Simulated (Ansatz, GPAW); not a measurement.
Given: the input of a run of GPAW 26.7.0 (ASE script) on MgO. The cell is a database's computed one, not the measured one.

File run.py:

```python
from ase.dft.bandgap import bandgap
from ase.io import read, write
from ase.units import GPa
from gpaw import GPAW, PW

atoms = read('POSCAR')

calc = GPAW(mode=PW(800),
            xc='PBE',
            kpts={'size': (11, 11, 11), 'gamma': True},
            occupations={'name': 'methfessel-paxton', 'order': 0, 'width': 0.1},
            nbands=16,
            convergence={'density': 1e-05, 'energy': 1e-05},
            maxiter=150,
            txt='gpaw.txt')
atoms.calc = calc
energy = atoms.get_potential_energy()
forces = atoms.get_forces()
stress = atoms.get_stress()
calc.write('gs.gpw')
write('result.traj', atoms)
print(f'Energy: {energy:.6f} eV')
print('Forces (eV/A):')
print(forces.round(4))
print('Stress (GPa):', (stress / GPa).round(3))
print('Fermi level:', round(calc.get_fermi_level(), 4), 'eV')
print(f'Gap: {bandgap(calc)[0]:.4f} eV, direct: {bandgap(calc, direct=True)[0]:.4f} eV')
```

Contents of POSCAR:

```
MgO
1.0
    0.0000000000      2.0970013927      2.0970013927
    2.0970013927      0.0000000000      2.0970013927
    2.0970013927      2.0970013927      0.0000000000
Mg O
1 1
Direct
    0.0000000000      0.0000000000      0.0000000000
    0.5000000000      0.5000000000      0.5000000000
```

Potentials or basis: GPAW PAW data sets (gpaw-data 1.2.1), pw.

Command:

```console
$ OMP_NUM_THREADS=1 python run.py
```

What does the same run look like in Ansatz 0.2.0? Potentials or basis there: Ansatz PAW, cutoff 420 eV.

As run (cutoffs and basis follow the program's own potentials, and thresholds, step limits or extra output files can differ):

The input input.yaml:

```yaml
crystal:
  lattice:
    - [0.0, 2.0970013927, 2.0970013927]
    - [2.0970013927, 0.0, 2.0970013927]
    - [2.0970013927, 2.0970013927, 0.0]
  atoms:
    - { symbol: Mg, position: [0.0, 0.0, 0.0] }
    - { symbol: O, position: [0.5, 0.5, 0.5] }
hamiltonian:
  xc: pbe
  pseudopotentials: { kind: paw }
kpoints:
  mp_grid: { grid: [11, 11, 11] }
scf:
  occupations: { method: gaussian, width: 0.1 }
output:
  forces: true
  stress: true
  eigenvalues: true
```

Potentials or basis: Ansatz PAW.

Run with:

```sh
$ ansatz run input.yaml --threads 2 --pin off --max-ram 5632MiB --backend cpu --events-out ev --progress --plain --runs-dir out
```

Both were run:

|  | GPAW | Ansatz |
| --- | --- | --- |
| Pressure | 7.0 GPa | 6.9 GPa |

Ansatz's pressure holds a Pulay term of +0.60 GPa for its cutoff of 420 eV, which the other run lacks.

Where Ansatz's input types no cutoff or centring, it takes its own default and a Γ-centred mesh.

Pressure is positive in compression.
